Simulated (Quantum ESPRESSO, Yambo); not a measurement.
# AgCl (Fm-3m): G0W0 with Yambo, start to end, part 2 of 3

Aim: the G0W0 gap of AgCl (Fm-3m) on PBE, step by step.

Quantum ESPRESSO 7.5 and Yambo 5.3.0; PBE and many-body steps on it, plane waves. Known limits of the many-body steps: not at the basis limit; d shell near the gap, gap tends to lie low; no spin-orbit coupling; coarse k mesh.

So far. Step 2 (Ground state): The gap is indirect, with the least direct gap 2.20 eV higher. Step 3 (Bands along the symmetry lines): The gap is 0.921 eV, as in the run before at this level.

### 4. Empty states on the mesh, 4×4×4 mesh, 77 bands

Level of this step: DFT, PBE, plane waves, norm-conserving pseudopotentials (Quantum ESPRESSO).

The sums over transitions need many empty states on a uniform mesh; this step solves for them.

Input file pw.in:

```
&control
  calculation = 'nscf'
  prefix = 'x'
  outdir = 'o'
  pseudo_dir = 'pseudo'
/
&system
  ibrav = 0
  nat = 2
  ntyp = 2
  ecutwfc = 74.0
  nbnd = 77
  force_symmorphic = .true.
/
&electrons
  conv_thr = 1e-9
  electron_maxstep = 80
  diago_full_acc = .true.
  diago_thr_init = 5e-6
/
ATOMIC_SPECIES
  Ag 107.87 Ag.upf
  Cl 35.45 Cl.upf
CELL_PARAMETERS angstrom
  0.0000000000 2.7985000000 2.7985000000
  2.7985000000 0.0000000000 2.7985000000
  2.7985000000 2.7985000000 -0.0000000000
ATOMIC_POSITIONS crystal
  Ag 0.0000000000 0.0000000000 0.0000000000
  Cl 0.5000000000 0.5000000000 0.5000000000
K_POINTS automatic
  4 4 4 0 0 0
```

Command:

```console
$ OMP_NUM_THREADS=1 mpirun -n 8 pw.x -nk 4 -in pw.in > pw.out
```

Log:

```text
[banner, memory and clock lines left out]
Program PWSCF v.7.5 starts

     Atomic positions and unit cell read from directory:
     o/x.save/

     Message from routine setup:
     using ibrav=0 with symmetry is DISCOURAGED, use correct ibrav instead

     bravais-lattice index     =            0
     lattice parameter (alat)  =       7.4789  a.u.
     unit-cell volume          =     295.8030 (a.u.)^3
     number of atoms/cell      =            2
     number of atomic types    =            2
     number of electrons       =        26.00
     number of Kohn-Sham states=           77
     kinetic-energy cutoff     =      74.0000  Ry
     charge density cutoff     =     296.0000  Ry
     Exchange-correlation= PBE
                           (   1   4   3   4   0   0   0)

     celldm(1)=   7.478925  celldm(2)=   0.000000  celldm(3)=   0.000000
     celldm(4)=   0.000000  celldm(5)=   0.000000  celldm(6)=   0.000000

     crystal axes: (cart. coord. in units of alat)
               a(1) = (   0.000000   0.707107   0.707107 )
               a(2) = (   0.707107   0.000000   0.707107 )
               a(3) = (   0.707107   0.707107  -0.000000 )

     reciprocal axes: (cart. coord. in units 2 pi/alat)
               b(1) = ( -0.707107  0.707107  0.707107 )
               b(2) = (  0.707107 -0.707107  0.707107 )
               b(3) = (  0.707107  0.707107 -0.707107 )
     Pseudo is Norm-conserving + core correction, Zval = 19.0
     Generated using ONCVPSP code by D. R. Hamann
     Using radial grid of 1538 points,  6 beta functions with:
     Pseudo is Norm-conserving + core correction, Zval =  7.0
     Generated using ONCVPSP code by D. R. Hamann
     Using radial grid of 1028 points,  6 beta functions with:
     Ag               19.00   107.87000     Ag( 1.00)
     Cl                7.00    35.45000     Cl( 1.00)

     48 Sym. Ops., with inversion, found

   Cartesian axes

     site n.     atom                  positions (alat units)
         1        Ag     tau(   1) = (   0.0000000   0.0000000   0.0000000  )
         2        Cl     tau(   2) = (   0.7071068   0.7071068   0.7071068  )

     number of k points=     8
                       cart. coord. in units 2pi/alat
        k(    1) = (   0.0000000   0.0000000   0.0000000), wk =   0.0312500
        k(    2) = (   0.1767767   0.1767767  -0.1767767), wk =   0.2500000
        k(    3) = (  -0.3535534  -0.3535534   0.3535534), wk =   0.1250000
[...]
k(    7) = (  -0.7071068   0.0000000   0.0000000), wk =   0.0937500
        k(    8) = (  -0.7071068   0.3535534   0.0000000), wk =   0.1875000

     Dense  grid:    25509 G-vectors     FFT dimensions: (  45,  45,  45)

     The potential is recalculated from file :
     o/x.save/charge-density

     Starting wfcs are   14 randomized atomic wfcs +   63 random wfcs

     Band Structure Calculation

     End of band structure calculation

          k = 0.0000 0.0000 0.0000 (  3143 PWs)   bands (ev):

   -81.9858 -45.5120 -45.5120 -45.5120  -7.2816   5.3481   5.3481   5.3481
     5.3881   5.3881   5.4792   5.4792   5.4792   8.6036  18.4007  18.4007
    18.4007  20.1477  20.8591  20.8591  20.8591  21.1213  21.1213  27.0958
[...]
72.7271  72.8077  72.8077  72.8077  79.2147

          k = 0.1768 0.1768-0.1768 (  3182 PWs)   bands (ev):

[...]
72.6160  73.7690  73.7690  76.4722  77.9344

          k =-0.3536-0.3536 0.3536 (  3178 PWs)   bands (ev):

[...]
60.1807  60.1807  64.5002  64.5002  64.9817  64.9817  67.0668  68.4027
    68.4027  68.5725  68.5725  68.8770  69.1014  69.7171  69.7171  70.1311
    71.1644  71.2292  71.2292  73.3426  76.1541

          k = 0.3536 0.0000 0.0000 (  3178 PWs)   bands (ev):

     [... further k-points ...]

     highest occupied, lowest unoccupied level (ev):     7.6822    8.6036

     XML data file, pseudopotentials, collected wavefunctions
```

Run time: 3.8 s. Hardware: 8 MPI ranks of Arm Neoverse V1, shared host; peak memory 0.43 GiB.

This step gave:

```
gap                                                           : 0.9214 eV
k of the valence top                                          : 0, 0, -0.5
k of the conduction bottom                                    : 0, 0, 0
least direct gap                                              : 3.124 eV
k points computed                                             : 8
lowest point of the top converged band, above the valence top : 66.6416 eV
```

On this mesh the gap is 0.921 eV.

### 5. Conversion and set-up

This step: Yambo 5.3.0; conversion and set-up on PBE, plane waves, norm-conserving pseudopotentials.

The states are converted to the many-body program's format and the q mesh is built.

Command:

```console
$ (cd o/x.save; p2y > p2y.log; mv SAVE ../..); yambo > setup.log
```

Log:

```text
 Yambo, version 5.3.0

 [02] CORE Variables Setup
 =========================

  [02.01] Unit cells
  ==================

  Cell kind             :  FCC
  Atoms in the cell     :  Ag  Cl
  number of Ag atoms    :  1
  number of Cl atoms    :  1

  List of atomic masses
  Mass of Ag    :  107.8700
  Mass of Cl    :  35.45000

  List of atomic coordinates    : [cc]
  Ag1       :  0.000000  0.000000  0.000000  order 1
  Cl1       :  5.288399  5.288399  5.288399  order 2

  Alat factors          :  5.288399  5.288399  5.288399 [a.u.]
  Direct lattice volume :  295.8030 [a.u.]
  Direct lattice vectors:  A[ 1 ]  A[ 2 ]  A[ 3 ]
   A[ 1 ]:  0.000000  1.000000  1.000000  [iru]
   0.000000  5.288399  5.288399  [cc]
   A[ 2 ]:  1.000000  0.000000  1.000000  [iru]
   5.288399  0.000000  5.288399  [cc]
   A[ 3 ]:  1.000000  1.000000 -0.000000  [iru]
   5.288399  5.288399 -0.000000  [cc]

  Recip. lattice volume :  0.838566 [a.u.]
  Recip. lattice vectors:  B[ 1 ]  B[ 2 ]  B[ 3 ]
   B[ 1 ]: -0.500000  0.500000  0.500000  [iku]
  -0.594054  0.594054  0.594054  [cc]
   B[ 2 ]:  0.500000 -0.500000  0.500000  [iku]
   0.594054 -0.594054  0.594054  [cc]
   B[ 3 ]:  0.500000  0.500000 -0.500000  [iku]
   0.594054  0.594054 -0.594054  [cc]

  [02.02] Symmetries
  ==================

  Inversion symmetry    : yes
  Spatial inversion     : yes
  Inversion index       :  25
  K-space Time-reversal : no
  Magnetic symmetries   : no
  Group table correct   : yes
  Symmetries units      :  [cc]

   [S  1]:   1.0000     -0.27504E-16 -0.27504E-16 -0.27504E-16   1.0000      0.27504E-16  0.27504E-16  0.27504E-16   1.0000
   [S  2]:  -1.0000      0.27504E-16 -0.27504E-16  0.27504E-16  -1.0000      0.27504E-16 -0.27504E-16 -0.27504E-16   1.0000
   [S  3]:  -1.0000     -0.27504E-16  0.27504E-16  0.27504E-16   1.0000     -0.27504E-16 -0.27504E-16  0.27504E-16  -1.0000
[...]
[... 36 further rows ...]
   [S 47]: -0.27504E-16   1.0000      0.27504E-16  0.27504E-16 -0.27504E-16  -1.0000       1.0000      0.27504E-16 -0.27504E-16
   [S 48]: -0.27504E-16  -1.0000     -0.27504E-16  0.27504E-16  0.27504E-16   1.0000       1.0000     -0.27504E-16  0.27504E-16

  [02.03] Reciprocal space
  ========================

  nG shells         :  282
  nG charge         :  25509
  nG WFs            :   3821
  nC WFs            :   3218
  G-vecs. in first 28 shells:  [ Number ]
     1    9   15   27   51   59   65   89  113
    137   169   181   229   259   283   307   331   339
    387   411   459   531   537   561   609   645   701
    725
  ...
  Shell energy in first 28 shells:  [ mHa ]
    0.00000      529.350      705.800      1411.60      1940.95      2117.40      2823.20      3352.55      3529.00
    4234.80      4764.15      5646.40      6175.75      6352.20      7058.00      7587.35      7763.80      8469.59
[...]
BZ  K-points                                      :   64

  K/Q-points units:
  rlu = crystal or reduced units; cc = cartesian coordinates; iku = interal k-units

  K [1]          [rlu]:  0.000000  0.000000  0.000000
         WF components:  3143
  K [2]          [rlu]: -0.73127E-17 -0.73127E-17  0.25000
         WF components:   3182
  K [3]          [rlu]:  0.14625E-16  0.14625E-16 -0.50000
         WF components:   3178
  K [4]          [rlu]:  0.86352E-17  0.25000      0.25000
         WF components:   3178
  K [5]          [rlu]: -0.58174E-17  0.25000     -0.50000
         WF components:   3182
  [... 2 further k-points ...]
  K [8]          [rlu]:  0.250000 -0.500000 -0.250000
         WF components:   3188

  [02.05] Energies & Occupations
  ==============================

  [X] === General ===
  [X] Electronic Temperature                        :  0.000000  0.000000 [eV K]
  [X] Bosonic    Temperature                        :  0.000000  0.000000 [eV K]
  [X] Finite Temperature mode                       : no
  [X] El. density                                   :  0.59315E+24 [cm-3]
  [X] Fermi Level                                   :  7.682211 [eV]

  [X] === Gaps and Widths ===
  [X] Conduction Band Min                           :  0.921383 [eV]
  [X] Valence Band Max                              :  0.000000 [eV]
  [X] Filled Bands                                  :  13
  [X] Empty Bands                                   :   14   77
  [X] Direct Gap                                    :  3.124398 [eV]
  [X] Direct Gap localized at k                     :  1
  [X] Indirect Gap                                  :  0.921383 [eV]
  [X] Indirect Gap between kpts                     :  3  1
  [X] Last valence band width                       :  2.203015 [eV]
  [X] 1st conduction band width                     :  3.963148 [eV]

  E @ K [1]:  [eV]
  -89.66803 -53.19424 -53.19424 -53.19424 -14.96379  -2.33414  -2.33414  -2.33414
   -2.29410  -2.29410  -2.20302  -2.20302  -2.20302   0.92138  10.71851  10.71851
   10.71851  12.46550  13.17693  13.17693  13.17693  13.43914  13.43914  19.41360
[...]
occ @ K [1]
[...]
E @ K [2]:  [eV]
[...]
occ @ K [2]
[...]
E @ K [3]:  [eV]
[...]
occ @ K [3]
[...]
E @ K [4]:  [eV]
[...]
occ @ K [4]
[...]
E @ K [5]:  [eV]
[...]
occ @ K [5]
[...]
[... 2 further k-points ...]
  E @ K [8]:  [eV]
[...]
occ @ K [8]
[...]
0.000000  0.000000  0.000000  0.000000  0.000000  0.000000  0.000000  0.000000
   0.000000  0.000000  0.000000  0.000000  0.000000  0.000000  0.000000  0.000000

 [03] Transferred momenta grid and indexing
 ==========================================

 IBZ Q-points                                      :   8
 BZ  Q-points                                      :   64

 K/Q-points units:
 rlu = crystal or reduced units; cc = cartesian coordinates; iku = interal k-units

 Q [1]          [rlu]:  0.000000  0.000000  0.000000
 Q [2]          [rlu]: -0.30674E-16 -0.30674E-16  0.25000
 Q [3]          [rlu]:  0.61348E-16  0.61348E-16 -0.50000
[...]
Q [7]          [rlu]: -0.17270E-16 -0.50000     -0.50000
 Q [8]          [rlu]:  0.250000 -0.500000 -0.250000

  [03.01] X indexes
  =================

   [03.01.01] Sigma indexes
   ========================

 [06] Game Over & Game summary
```

The job ended after 2.5 s (1 MPI rank; peak memory 0.24 GiB).

(Continued in part 3 of 3.)

[Paths, hosts, dates, memory and timing lines, banners, echoed tables and standing remarks are left out of the program output.]

[Logs are printed without paths, hosts, clocks, repeated set-up lines and the standing remarks that a program may print on its own settings, such as how far it seeks lower states.]

[Runs of the session that timed out or met a known fault of the program may be left out.]

[Hosts, paths, dates, database ids (printed as entryN), source tags and the programs' standing remarks are cut or masked in the printed files.]
